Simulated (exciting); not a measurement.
Wanted: the native input for an exciting (release sodium) run.

* Task: density of states
* Functional: OLYP
* Potentials or basis: all-electron LAPW+lo, shipped species files, valence relativity iora*
* rgkmax: 8
* k mesh: 10 × 10 × 10
* Occupations: fermi-dirac, width 0.01 eV
* Spin: no spin polarisation
* outputlevel: normal
* DOS window about the Fermi level (Ha): [-0.8, 0.6] Ha
* gmaxvr (cutoff of density and potential): 14 1/bohr
* lmaxapw (and lmaxmat): 10
* lmaxvr: 8
* nempty: 8
* Valence relativity: iora*
* epsengy: 1e-05 Ha
* epspot: 1e-05 Ha
* maxscl: 60
* Muffin-tin radii: Sn 2.3 bohr

Sn:

```
Sn
1.0
    -1.75884    1.75884    1.75884
     1.75884   -1.75884    1.75884
     1.75884    1.75884   -1.75884
Sn
1
Direct
  0.00000 0.00000 0.00000
```

This isn't the form of Sn at room conditions, which is tetragonal (white tin).

The cell isn't the ideal one: volume scaled by 0.8.

These files were run (other wordings do the same):

input.xml

```xml
<input>
  <title>Sn</title>
  <structure speciespath="./" tshift="false">
    <crystal scale="1.88972612463">
      <basevect>-1.758838945500 1.758838945500 1.758838945500</basevect>
      <basevect>1.758838945500 -1.758838945500 1.758838945500</basevect>
      <basevect>1.758838945500 1.758838945500 -1.758838945500</basevect>
    </crystal>
    <species speciesfile="Sn.xml" rmt="2.3">
      <atom coord="0.000000000000 0.000000000000 0.000000000000"/>
    </species>
  </structure>
  <groundstate do="fromscratch" ngridk="10 10 10" rgkmax="8" gmaxvr="14" lmaxapw="10" lmaxmat="10" lmaxvr="8" stype="Fermi Dirac" swidth="0.00036749" nempty="8" ValenceRelativity="iora*" epsengy="1e-05" epspot="1e-05" maxscl="60" outputlevel="normal">
    <libxc exchange="XC_GGA_X_OPTX" correlation="XC_GGA_C_LYP"/>
  </groundstate>
  <properties>
    <dos nwdos="400" winddos="-0.8 0.6" inttype="tetra" ngrdos="100" nsmdos="1" lmirep="true"/>
    <chargedensityplot>
      <plot3d>
        <box grid="16 16 16">
          <origin coord="0 0 0"/>
          <point coord="1 0 0"/>
          <point coord="0 1 0"/>
          <point coord="0 0 1"/>
        </box>
      </plot3d>
    </chargedensityplot>
    <elfplot>
      <plot3d>
        <box grid="16 16 16">
          <origin coord="0 0 0"/>
          <point coord="1 0 0"/>
          <point coord="0 1 0"/>
          <point coord="0 0 1"/>
        </box>
      </plot3d>
    </elfplot>
    <exccplot>
      <plot3d>
        <box grid="16 16 16">
          <origin coord="0 0 0"/>
          <point coord="1 0 0"/>
          <point coord="0 1 0"/>
          <point coord="0 0 1"/>
        </box>
      </plot3d>
    </exccplot>
  </properties>
</input>
```

Potentials or basis: all-electron LAPW+lo, shipped species files, valence relativity iora*.

Launch:

```console
$ OMP_NUM_THREADS=1 exciting_smp
```

It gave:

The band gap on the k mesh is none (metal or under the smearing width). The all electrons inside the program's atomic spheres are Sn 47.44 (radii Sn 2.3 bohr).

Caveat: the tetrahedron DOS on this energy grid can lose part of the weight of narrow d or f bands.

Run time: 30 s on 1 thread of Intel(R) Xeon(R) Platinum 8488C (Sapphire Rapids) (shared host), peak memory 0.1 GiB.
